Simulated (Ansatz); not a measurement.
# From a trial cell to the properties of Mn (fcc)

Level of theory: DFT, r²SCAN, scalar-relativistic, collinear spin; plane waves to 500 eV with PAW datasets (Ansatz 0.2.0), Γ-centred 20×20×10 mesh, 0.05 eV Gaussian smearing; PAW files: Ansatz's generated set soft_2.

At room temperature and ambient pressure Mn takes another structure.

Starting cell:

```xyz
1
Lattice="0.0000 1.8271 1.8271 1.8271 0.0000 1.8271 1.8271 1.8271 0.0000" Properties=species:S:1:pos:R:3 pbc="T T T"
Mn    0.0000    0.0000    0.0000
```

Starting moments (μB, in the order of the atoms): 3.5.

The steps in volume:

```tsv
run	level	k-mesh	kind	V (Å³/atom)	P (GPa)	E − E(final) (meV/atom)	gap on the mesh (eV)	largest moment (μB)
1	PBE, 420 eV	10×10×10	fixed cell	12.20	-26.8	–	metal	0.14
2	PBE, 420 eV	10×10×10	fixed cell	10.98	-5.6	–	metal	0.11
3	PBE, 420 eV	10×10×10	fixed cell	10.75	0.1	–	metal	0.11
4	r²SCAN	20×20×20	fixed cell	10.75	1.2	498.5	metal	0.96
5	r²SCAN	20×20×20	fixed cell	10.83	-0.1	498.1	metal	1.02
6	r²SCAN	20×20×10	shape and atoms relaxed, volume fixed, new magnetic order	10.83	23.1	181.9	metal	2.37
7	r²SCAN	20×20×10	shape and atoms relaxed, volume fixed, new magnetic order	12.13	6.6	72.2	metal	2.89
8	r²SCAN	20×20×10	shape and atoms relaxed, volume fixed, new magnetic order	12.99	3.9	50.4	metal	3.27
9	r²SCAN	20×20×10	shape and atoms relaxed, volume fixed, new magnetic order	14.54	2.0	-24.9	metal	3.77
10	r²SCAN	20×20×10	shape and atoms relaxed, volume fixed, new magnetic order	16.29	-5.8	0.0	metal	4.03
```

At this volume the pressure is -5.8 GPa, so the search was stopped short, and this level's equilibrium lies at a smaller volume.

The final structure (symmetry read at 0.01 Å). Symmetry: Im-3m, No. 229, cubic system. Conventional cell: a = 3.194 Å, b = 3.194 Å, c = 3.194 Å, α = 90.00°, β = 90.00°, γ = 90.00°. Around Mn (site symmetry m-3m) lie 8 Mn at 2.77 Å. (Neighbours are counted to 15 % beyond the shortest distance.)

Among 5 magnetic starts the lowest energy, to 0.5 meV/atom, came from: antiferromagnetic, doubled cell, propagation vector (0, 1/2, 1/2). The next state (antiferromagnetic, doubled cell, propagation vector (0, 0, 1/2)) lies 179.7 meV/atom higher. At the final geometry the gap, band path included, is zero (metallic) and the site spin moments are Mn 4.03, -4.03 μB. The runs in the table took roughly 14 core-minutes.

The run wasn't fully tested for a lower electronic state. Site moments are of spin, integrated over atomic spheres.
